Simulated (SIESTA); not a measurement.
C under changes of volume

One of the cells (5.672 Å³/atom); the others are scaled copies at fixed shape and fractional positions:

```xyz
2
Lattice="0.0000 1.7834 1.7834 1.7834 0.0000 1.7834 1.7834 1.7834 0.0000" Properties=species:S:1:pos:R:3 pbc="T T T"
C     2.6751    2.6751    2.6751
C     1.7834    1.7834    1.7834
```

This isn't the form of C at room conditions, which is graphite.

* Program: SIESTA 5.4.2
* Functional: RPBE
* Potentials or basis: PseudoDojo 0.4 standard (PBE files)
* Basis: DZP (energy shift 0.003 Ry)
* Grid cutoff: 500 Ry
* Energy shift: 0.003 Ry
* k mesh: 13 × 13 × 13
* Occupations: fermi-dirac, width 0.05 eV
* Spin: no spin polarisation

```tsv
volume (Å³/atom)	energy over the lowest point (meV/atom)	pressure (GPa)	gap on the mesh (eV)
5.332	64.67	44.2	4.51
5.445	37.47	32.8	4.46
5.558	17.98	22.3	4.41
5.672	5.71	12.5	4.36
5.785	0.00	3.8	4.32
5.899	?	?	?
6.012	6.11	-11.9	4.23
```

Question: What does the run at 5.899 Å³/atom give?

Answer: Energy over the lowest point 0.28 meV/atom; pressure -4.4 GPa; gap on the mesh 4.27 eV.

Worked out: A Birch-Murnaghan fit of order 3 (a polynomial in V^(-2/3)) to the other rows has its minimum at 5.84 Å³/atom with B0 = V·E''(V) = 419 GPa and B' = 3.6. It gives 0.32 meV/atom at 5.899 Å³/atom, against the run's 0.28, and -dE/dV = -4.5 GPa, against -4.4. A straight line through the other rows of the gap, of slope -2.33 eV per unit of ln V, gives 4.27 eV, against the run's 4.27.

Energies are extrapolated to zero smearing.

Caveats: the potentials were made for another functional, which shifts forces and pressure; an odd mesh through Γ misses points on the zone boundary, where band edges often lie; the basis of atomic orbitals isn't converged, which shifts pressures, moduli and gaps.
